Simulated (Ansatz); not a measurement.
# Polymorphs of In3Sb2As

Level of theory: DFT PBE, scalar-relativistic, plane waves, PAW (Ansatz). Settings: cutoff 420 eV, Γ-centred meshes spaced at most about 0.3 Å⁻¹, and about 0.25 Å⁻¹ or finer for metals (2π included), Gaussian smearing. No spin polarisation.

Formation energies are uncorrected and refer to the elements' standard structures at the same level.

Temperature and zero-point effects are left out. Larger cells and other orderings weren't all tried, so the list isn't exhaustive. For metals, differences of a few meV/atom aren't resolved. These runs have no spin–orbit coupling, which can matter for Sb. Kohn–Sham gaps at this level usually fall short of measured ones. The missing spin–orbit coupling can work the other way here. The reference form of As is held partly by dispersion forces, which this level lacks.

Invented guesses were relaxed alike, and ends that match in structure were merged. ΔE counts from the first row. Coordination counts In or Sb atoms around As (for each partner element, those within 1.25 times its shortest distance or 1.15 times the sum of covalent radii, where it is the nearest in units of that sum or under 1.3; a plus sign parts groups by distance over the sum of covalent radii).

```csv
#,reached from,type and space group,atoms,Å³/atom,coordination,ΔE (meV/atom),gap on mesh (eV)
1,Ag3AuS2 type (P1),P1 (No. 1),6,34.8,As 4,0,0.17
2,random cell,P1 (No. 1),6,31.0,As 5,55,0.00
3,random cell,P6/mmm (No. 191),6,26.8,As 8,65,0.00
4,Nd2Ga3Cu type (P3m1),P3m1 (No. 156),6,28.9,As 6+1,73,0.00
5,random cell,Cmm2 (No. 35),6,28.7,As 2,118,0.00
6,random cell,Amm2 (No. 38),6,31.1,As 6,159,0.00
```

The lowest: Space group P1 (No. 1), triclinic, a = 4.548 Å, b = 6.115 Å, c = 8.304 Å, α = 68.9°, β = 83.3°, γ = 75.8°. Around In on its first site lie 1 As at 2.77 Å, 2 Sb at 2.84–2.89 Å and 1 In at 2.84 Å; In on its second site is surrounded by 1 In at 2.84 Å and 3 Sb at 2.86–2.88 Å; In on its third site is surrounded by 2 As at 2.75–2.76 Å and 2 Sb at 2.90–2.93 Å; Sb on its first site has 4 In at 2.84–2.90 Å; As has 1 Sb at 2.68 Å and 3 In at 2.75–2.77 Å; 1 more site not described. Its energy over the elements is −0.024 eV/atom. The formation energy is too near zero to say whether this cell lies below the elements. An observed structure of this formula, if there is one, may be missing.

```cif
data_structure
_symmetry_space_group_name_H-M 'P1'
_symmetry_Int_Tables_number 1
_cell_length_a 4.5478
_cell_length_b 6.1151
_cell_length_c 8.3040
_cell_angle_alpha 68.929
_cell_angle_beta 83.313
_cell_angle_gamma 75.808
_cell_volume 208.82
loop_
_atom_site_label
_atom_site_type_symbol
_atom_site_symmetry_multiplicity
_atom_site_Wyckoff_symbol
_atom_site_fract_x
_atom_site_fract_y
_atom_site_fract_z
_atom_site_occupancy
In1 In 1 a 0.68033 0.69365 0.99337 1
In2 In 1 a 0.94326 0.46514 0.75106 1
In3 In 1 a 0.20917 0.07120 0.30265 1
Sb1 Sb 1 a 0.09118 0.98572 0.99742 1
Sb2 Sb 1 a 0.45158 0.57669 0.52491 1
As1 As 1 a 0.62448 0.33260 0.30559 1
```

The second: Space group P1 (No. 1), triclinic, a = 4.559 Å, b = 6.498 Å, c = 7.305 Å, α = 66.8°, β = 86.1°, γ = 69.6°. In on its first site has 1 As at 2.84 Å, 3 Sb at 2.95–3.03 Å and 1 In at 3.28 Å; In on its second site is surrounded by 2 As at 2.80–2.87 Å, 1 Sb at 3.01 Å, 1 In at 3.07 Å and 1 In at 3.28 Å; around Sb on its first site lie 4 In at 2.96–3.03 Å and 1 Sb at 2.98 Å; As is surrounded by 4 In at 2.80–2.89 Å and 1 Sb at 2.84 Å; 2 more sites not described. Counting In or Sb atoms around As, the first has As 4 and the second has As 5. The second holds Sb–Sb pairs (shortest 2.98 Å); in the first the shortest Sb–Sb distance is 4.46 Å. Cells relaxed within their symmetry can be saddle points. Some candidate types were left out of the draw beforehand, so a known form may be missing.
